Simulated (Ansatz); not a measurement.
Input and output of a band-structure calculation on a 3-atom cell of ZrO₂ built on the cubic fluorite structure (relaxed group Fm-3m) (the plane-wave code Ansatz, PBE). The geometry is the r2SCAN minimum.

Input file:
```yaml
crystal:
  lattice:
    - [0.0, 2.5447130569, 2.5447130569]
    - [2.5447130569, 0.0, 2.5447130569]
    - [2.5447130569, 2.5447130569, 0.0]
  atoms:
    - { symbol: Zr, position: [0.0, 0.0, 0.0] }
    - { symbol: O, position: [0.75, 0.75, 0.75] }
    - { symbol: O, position: [0.25, 0.25, 0.25] }
kpoints:
  mp_grid: { grid: [8, 8, 8] }
  band_path:
    path:
      - [[0.0, 0.0, 0.0], [0.5, -2.69063977592e-35, 0.5], [0.625, 0.25, 0.625]]
      - [[0.375, 0.375, 0.75], [0.0, 0.0, 0.0], [0.5, 0.5, 0.5], [0.5, 0.25, 0.75], [0.5, -2.69063977592e-35, 0.5]]
    npoints: 10
hamiltonian:
  xc: pbe
scf:
  occupations: { method: fermi_dirac, width: 0.02 }
  n_extra_bands: 4
output:
  forces: true
  stress: true
  eigenvalues: true
```

Run as `ansatz run input.yaml --threads 2 --pin off --max-ram 29491MiB --backend cpu --events-out ev --progress --plain --runs-dir out`. Wall time 0.91 s on 2 threads of AMD EPYC 7R13 Processor (Zen 3) (shared host); peak host memory 0.43 GiB.

Abridged output:
```
scf.n_extra_bands = 4 over 12 filled bands (N_el = 24.0): the run solves 16 bands
Pseudopotential: Zr, paw, valence charge 12, recommended cutoff 420 eV (normal)
Pseudopotential: O, paw, valence charge 6, recommended cutoff 420 eV (normal)
Functional definition: PBE
Crystal: 3 atoms, lattice volume = 32.957 Å³
Basis set: ecut = 420 eV, 645 PW (Γ)
Symmetry: 48 space group operations
Space group: Fm-3m (ITA 225)
k-points: 29 of 512
preconditioner: auto → none  [insulator: Δε(μ)=3.393 eV  σ=0.020 eV  ℏωp=30.3 eV]
Free energy (F): -5323.814364 eV
Fermi energy:    13.842594 eV
--- Stress (GPa, compression-positive) ---
        3.798114       0.000000       0.000000
        0.000000       3.798114       0.000000
        0.000000       0.000000       3.798114
  P = ⅓ Tr σ = 3.7981 GPa (37.981 kbar)
--- Band table (eV; the first three rows and the last of 29) ---
  k-point 0: bands = […, 6.9250, 6.9250, 6.9250, 11.6248, 11.6248, 11.6248, 15.5186, 15.5186, 18.7411, 21.5256]
  k-point 1: bands = […, 7.0754, 7.0754, 7.3435, 11.2579, 11.3470, 11.3470, 15.8031, 15.8031, 19.2087, 21.0116]
  k-point 2: bands = […, 7.4449, 7.4449, 8.3310, 10.5253, 10.8586, 10.8586, 16.2119, 16.2119, 18.9852, 20.8738]
  k-point 28: bands = […, 7.4172, 7.5009, 9.7807, 9.7807, 10.7801, 11.9562, 16.6040, 16.7418, 18.4493, 18.4493]
```

The rows of the band table are 0: (0, 0, 0) = Γ, 1: (0, 0, 1/8), 2: (0, 0, 1/4), 28: (1/4, -1/2, -1/4) = W.

Levels along the path, in eV from the valence top (v1 is the last filled band, c1 the first empty one):
```tsv
point	distance (1/Å)	v3	v2	v1	c1	c2	c3
Γ	0.00	-0.53	-0.53	-0.53	3.36	3.36	6.58
·	0.25	-1.36	-0.51	-0.51	3.47	3.71	7.05
·	0.49	-2.94	-0.51	-0.51	3.78	4.12	8.05
·	0.74	-2.24	-0.71	-0.71	4.16	4.20	7.60
·	0.99	-1.17	-1.17	-0.73	3.93	4.58	6.45
X	1.23	-1.51	-1.51	0.00	3.80	4.74	5.83
·	1.32	-1.54	-1.50	-0.01	3.83	4.74	5.84
·	1.41	-1.63	-1.46	-0.04	3.89	4.74	5.87
·	1.50	-1.78	-1.39	-0.10	3.97	4.74	5.93
·	1.58	-1.98	-1.30	-0.19	4.02	4.74	6.03
U	1.67	-2.21	-1.21	-0.33	4.03	4.75	6.16
K	1.67	-2.21	-1.21	-0.33	4.03	4.75	6.16
·	1.80	-2.61	-1.09	-0.61	3.97	4.75	6.40
·	2.06	-2.68	-1.78	-0.64	3.81	4.71	6.71
·	2.33	-2.44	-2.12	-0.48	3.83	4.50	6.90
·	2.59	-1.49	-1.34	-0.47	3.69	4.02	7.28
·	2.85	-0.67	-0.65	-0.52	3.41	3.46	6.72
Γ	2.98	-0.53	-0.53	-0.53	3.36	3.36	6.58
·	3.09	-0.60	-0.58	-0.58	3.41	3.41	6.68
·	3.30	-1.04	-0.91	-0.91	3.74	3.74	7.16
·	3.52	-1.63	-1.30	-1.30	4.05	4.05	6.83
·	3.73	-2.14	-1.55	-1.55	4.11	4.11	6.24
·	3.94	-2.43	-1.63	-1.63	4.02	4.02	6.08
L	4.05	-2.47	-1.64	-1.64	4.00	4.00	6.09
·	4.14	-2.46	-1.66	-1.57	4.00	4.02	6.08
·	4.31	-2.01	-1.79	-1.27	4.04	4.19	6.09
·	4.49	-2.03	-1.30	-1.11	4.12	4.39	6.14
·	4.66	-2.24	-1.15	-0.66	4.27	4.53	6.23
·	4.84	-2.36	-1.33	-0.26	4.42	4.58	6.29
W	4.92	-2.38	-1.38	-0.20	4.45	4.58	6.29
·	4.98	-2.25	-1.38	-0.20	4.41	4.61	6.20
·	5.11	-2.00	-1.41	-0.16	4.25	4.68	6.04
·	5.23	-1.78	-1.45	-0.10	4.07	4.72	5.93
·	5.35	-1.61	-1.49	-0.04	3.91	4.74	5.87
·	5.48	-1.52	-1.51	0.00	3.82	4.74	5.84
X	5.54	-1.51	-1.51	0.00	3.80	4.74	5.83
```

PBE gives an indirect gap of 3.36 eV, from X to Γ; the least direct gap is 3.80 eV at X. Edges are sought over the mesh and the listed points. At this geometry PBE finds +3.80 GPa, compression counted positive: its own equilibrium volume is larger.

Note: simulated data, non-magnetic, for a generated structure that need not be the stable one.
